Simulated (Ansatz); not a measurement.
MnSi:

```
Mn Si
1.0
     0.00000    2.52722    2.52722
     2.52722    0.00000    2.52722
     2.52722    2.52722    0.00000
Mn Si
1 1
Direct
  0.00000 0.00000 0.00000
  0.25000 0.25000 0.25000
```

The cell was built by a generator and needn't be a form met in nature.

```yaml
Program: Ansatz 0.2.0
Task: relaxation of cell and atoms
Functional: PBE0
Potentials_or_basis: Ansatz PAW
Cutoff: "420 eV (not typed: the program's choice for these potentials)"
k_mesh: 5 × 5 × 5
Occupations: fermi-dirac, width 0.05 eV
Spin: collinear spin, ferromagnetic start
Starting_moments: "[4.0, 0.0] μB"
```

At the start: volume 16.14 Å³/atom.

Task: How do energy, volume and symmetry change on relaxing?

Result: It ends after 10 steps and the volume is 23.10 Å³/atom (+43.1 %); space group F-43m (No. 216, to 0.05 Å); moment 3.00 μB per cell.

The path:
```
step  energy change (eV)  largest force (eV/Å)  volume (Å³)
   1              0.0000                0.0000        32.28
   2             -0.6937                0.0000        36.27
   3             -1.0542                0.0000        41.62
   4             -1.1133                0.0000        44.71
   5             -1.1150                0.0000        45.46
   6             -1.1150                0.0000        45.42
   7             -1.1376                0.0000        45.42
   8             -1.1391                0.0000        46.07
   9             -1.1391                0.0000        46.21
  10             -1.1396                0.0000        46.21
```

Final structure:
```cif
data_structure
_symmetry_space_group_name_H-M 'P 1'
_symmetry_Int_Tables_number 1
_cell_length_a 4.0278
_cell_length_b 4.0278
_cell_length_c 4.0278
_cell_angle_alpha 60.000
_cell_angle_beta 60.000
_cell_angle_gamma 60.000
_cell_volume 46.21
loop_
_atom_site_label
_atom_site_type_symbol
_atom_site_fract_x
_atom_site_fract_y
_atom_site_fract_z
_atom_site_occupancy
Mn1 Mn 0.00000 0.00000 0.00000 1
Si1 Si 0.25000 0.25000 0.25000 1
```

Caveat: the k mesh is coarse (spacing up to 0.43 Å⁻¹), so the values aren't converged, least of all with exact exchange; the magnetic or orbital state may not be the lowest; the volume moved by over 15 % at a fixed basis, so the end points are rough; the plane-wave basis is chosen anew once the cell has moved, so the energies of steps on either side of that aren't comparable; the PAW data sets come from PBE, with cores solved anew for the run's functional, which leaves a small shift of forces and pressure.
